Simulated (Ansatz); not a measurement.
## Which way does MgO + CaSe ⇌ MgSe + CaO run?

Plane-wave DFT in Ansatz with scalar-relativistic PAW potentials, cutoff 420 eV, Γ-centred meshes chosen by cell and gap, Gaussian smearing with energies taken to zero width. Every cell was relaxed (cell and atoms) in a run of its own, within the symmetry of its start. Functional: PBEsol.

Total energies hold large constants for each element; a whole number of eV per atom of each element is taken off below, which cancels in a balanced reaction.

| compound | lowest structure computed | structures tried | V (Å³/atom) | gap on mesh (eV) | E (eV per formula unit, common shift removed) |
| --- | --- | --- | --- | --- | --- |
| MgO | Fm-3m | 4 | 9.35 | 4.62 | -5.8714 |
| CaSe | Fm-3m | 3 | 25.28 | 1.88 | -4.0400 |
| MgSe | Fm-3m | 4 | 20.24 | 1.77 | -2.7838 |
| CaO | Fm-3m | 1 | 13.54 | 3.54 | -6.1049 |

Q: Work out the reaction energy at 0 K.

A: ΔE = E(MgSe) + E(CaO) − E(MgO) − E(CaSe) = 1.023 eV, or 99 kJ per mole of reaction (256 meV/atom). The left side is lower: Mg takes O and Ca takes Se. Pauling's electronegativities (Ca 1.0, Mg 1.31; O 3.44, Se 2.55) would pair Ca with O, the most ionic bond; the result goes the other way, so matching of sizes, lattice energies or covalent bonding outweigh it. The smaller cation ends with the smaller anion, the pairing that gives the greater sum of ionic lattice energies, which go as 1/(r₊ + r₋). All four are computed as solids; where they are solids at ordinary conditions entropy changes little. A lower structure that wasn't tried would shift the value, and mixed crystals may lie lower than either side.